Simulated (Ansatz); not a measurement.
# Checking a converged run of VN

The cell (2 atoms) is VN as a test cell of our own (not relaxed).

These are results of Ansatz, DFT, r2SCAN, PAW (an earlier, harder data set), plane waves, scalar-relativistic, not measurements.

```yaml
crystal:
  lattice:
    - [0, 2.065, 2.065]
    - [2.065, 0, 2.065]
    - [2.065, 2.065, 0]
  atoms:
    - { symbol: V, position: [0.037, 0.0185, 0.012333333333], spin: 2.0 }
    - { symbol: "N", position: [0.537, 0.5185, 0.512333333333] }
kpoints:
  mp_grid: { grid: [4, 4, 4], shift: [0.5, 0.5, 0.5] }
hamiltonian:
  xc: r2scan
  pseudopotentials: { kind: paw }
magnetization:
  spin_polarized: true
scf:
  occupations: { method: fermi_dirac, width: "0.1 eV" }
```

Settings in force: cutoff 870 eV, smearing width 0.1 eV; default search for lower states.

The run converged after 16 iterations in all: spin-polarised, site moments V1 1.09 μB, total 1.35 μB per cell.

The mesh is coarse, so energy differences (and at times their sign) aren't converged.

With one magnetic atom in the cell its copies can only be parallel; orders in a larger cell may lie lower.

Site moments are taken inside atomic spheres and don't add up to the total.

The run converged. Is this the lowest state of the cell, and if not, what lies lower and how is it reached?

No lower state turned up: it is the lowest of 2 states reached by 2 converged runs, and the next lies 0.9 meV/atom higher (non-magnetic (no spin polarisation)). That doesn't prove a ground state. States within about 5 meV/atom are too close for this mesh, smearing and search to settle their order. Only collinear orders within this cell were tried; the true ground state may need a larger cell.
